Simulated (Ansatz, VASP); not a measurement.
## Two plane-wave programs on Pb

```
CELL_PARAMETERS angstrom
0.00000 2.47502 2.47502
2.47502 0.00000 2.47502
2.47502 2.47502 0.00000
ATOMIC_POSITIONS crystal
Pb 0.00000 0.00000 0.00000
```

Alike in both runs: task relaxation of cell and atoms; functional PBE; k mesh 9 × 9 × 9; occupations fermi-dirac, width 0.05 eV; no spin polarisation.

|  | VASP | Ansatz |
| --- | --- | --- |
| version | VASP 6.6.1 | Ansatz 0.2.0 |
| potentials or method | VASP PAW PBE potentials, release 54 (Pb) | Ansatz PAW |
| plane-wave cutoff (eV) | 580 | 420 |
| valence electrons in the cell | 4 | 14 |

Ansatz gave:

| Property | Result |
| --- | --- |
| gap on the k mesh at the Fermi level, each at its own relaxed structure (eV) | none |
| relaxed volume (Å³/atom) | 31.88 |
| relaxed cell length with the largest relative difference (Å) | 3.559 |
| energy change over the relaxation (meV/atom) | -10 |

Task: Which values does VASP return?

Result: gap on the k mesh at the Fermi level, each at its own relaxed structure (eV): none; relaxed volume (Å³/atom): 31.67; relaxed cell length with the largest relative difference (Å): 3.551; energy change over the relaxation (meV/atom): -8.

A gap of «none» marks a metal or a gap that the smearing closes. The two sets of potentials don't hold the same shells in valence.

Caveats: the plane-wave basis is chosen anew once the cell has moved, so the energies of steps on either side of that aren't comparable (Ansatz). The runs have no spin-orbit coupling, so splittings on Pb are missing. Zero-point motion and thermal expansion aren't in these numbers.
